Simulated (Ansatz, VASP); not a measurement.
CoO: VASP beside Ansatz

File INCAR:

```
  PREC = Accurate
  ENCUT = 520
  EDIFF = 1E-6
  ISMEAR = 0
  SIGMA = 0.05
  LREAL = False
  LASPH = True
  NELM = 150
  ALGO = Normal
  ISIF = 2
  LWAVE = False
  LCHARG = True
  ISPIN = 2
  MAGMOM = 3 0
  LORBIT = 11
  LMAXMIX = 4
  LDAU = True
  LDAUTYPE = 2
  LDAUL = 2 -1
  LDAUU = 3.3 0
  LDAUJ = 0 0
  LDAUPRINT = 1
  GGA = PE
  LELF = True
  LVHAR = True
  NBANDS = 18
```

KPOINTS

```
Automatic mesh
0
Gamma
  10 10 10
```

The input POSCAR:

```
CoO
1.0
    0.0000000000      2.1315000000      2.1315000000
    2.1315000000      0.0000000000      2.1315000000
    2.1315000000      2.1315000000      0.0000000000
Co O
1 1
Direct
    0.0000000000      0.0000000000      0.0000000000
    0.5000000000      0.5000000000      0.5000000000
```

Input for Ansatz:

```yaml
crystal:
  lattice:
    - [0.0, 2.1315, 2.1315]
    - [2.1315, 0.0, 2.1315]
    - [2.1315, 2.1315, 0.0]
  atoms:
    - { symbol: Co, position: [0.0, 0.0, 0.0], spin: 3.0 }
    - { symbol: O, position: [0.5, 0.5, 0.5] }
basis:
  ecutwfc: 420
  ecutrho_ratio: 4
kpoints:
  mp_grid: { grid: [10, 10, 10] }
hamiltonian:
  xc: pbe
  hubbard: { sites: [{ species: Co, l: d, u_eff: 3.3 }] }
scf:
  occupations: { method: gaussian, width: 0.05 }
  lower_state_search: "off"
output:
  forces: true
  stress: true
  eigenvalues: true
  populations: true
  hubbard: { sites: [{ species: Co, l: d }] }
magnetization:
  spin_polarized: true
checkpoint:
  read: start.run
  write: ck
  compress: false
  write_wavefunctions: false
  write_every: 100000
```

Alike in both runs: task single point; functional PBE; k mesh 10 × 10 × 10; occupations gaussian, width 0.05 eV; collinear spin; Hubbard terms Co d U = 3.3 eV.

|  | VASP | Ansatz |
| --- | --- | --- |
| version | VASP 6.6.1 | Ansatz 0.2.0 |
| potentials or method | VASP PAW PBE potentials, release 64 (Co, O) | scalar-relativistic, plane waves, PAW |
| plane-wave cutoff (eV) | 520 | 420 |
| valence electrons in the cell | 15 | 23 |

Ansatz gave:

- pressure (GPa): 8.2
- largest component of the traceless stress (GPa): 0.67
- net moment per atom (μB): 1.50
- size of the moment on the site where the two differ most (μB): 2.60

Problem. Estimate VASP's values.

Solution. Pressure (GPa): -2.4; largest component of the traceless stress (GPa): 0.00; net moment per atom (μB): 1.50; size of the moment on the site where the two differ most (μB): 2.73.

Site moments also hang on the region over which each program counts them. The programs project onto different local orbitals, so the same U acts differently. The two sets of potentials don't hold the same shells in valence. Ansatz warned: «stability_check_not_made».

Caveats: a cell with one magnetic atom can't hold antiferromagnetic order, which such compounds often take. The state reached can hang on the start; a lower one may exist.
